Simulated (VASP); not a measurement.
GePt:

```
Ge Pt
1.0
    -1.96521    1.96521    2.40067
     1.96521   -1.96521    2.40067
     1.96521    1.96521   -2.40067
Ge Pt
1 1
Direct
  0.00000 0.00000 0.00000
  0.50000 0.50000 0.00000
```

The cell was built by a generator and needn't be a form met in nature.

- Program: VASP 6.6.1
- Task: relaxation of cell and atoms
- Functional: PBE
- Potentials or basis: VASP PAW PBE potentials, release 64 (Ge_d, Pt)
- Cutoff: 520 eV
- k mesh: 7 × 7 × 7
- Occupations: gaussian, width 0.15 eV
- Spin: no spin polarisation

At the start: pressure -0.1 GPa; volume 18.54 Å³/atom.

Q: Where does the relaxation end?

A: Over 12 steps the energy falls by 98.5 meV/atom and the volume is 17.67 Å³/atom (-4.7 %); space group I4/mmm (No. 139, to 0.05 Å).

The path:
```tsv
step	energy change (eV)	largest force (eV/Å)	pressure (GPa)	volume (Å³)
1	0.0000	0.0000	-0.06	37.09
2	-0.1588	0.0000	-4.65	36.93
3	-0.1726	0.0000	-5.37	36.82
4	-0.1645	0.0000	-3.08	36.53
5	-0.1755	0.0000	-4.85	36.75
6	-0.1343	0.0000	9.54	33.54
7	-0.1942	0.0000	0.99	35.46
8	-0.1932	0.0000	-0.34	35.78
9	-0.1931	0.0000	-1.35	35.80
10	-0.1972	0.0000	-2.45	35.53
11	-0.1740	0.0000	2.55	34.70
12	-0.1970	0.0000	0.07	35.34
```

Final structure:
```
CELL_PARAMETERS angstrom
-1.84817 1.84817 2.58631
1.84817 -1.84817 2.58631
1.84817 1.84817 -2.58631
ATOMIC_POSITIONS crystal
Ge 0.00000 0.00000 0.00000
Pt 0.50000 0.50000 0.00000
```
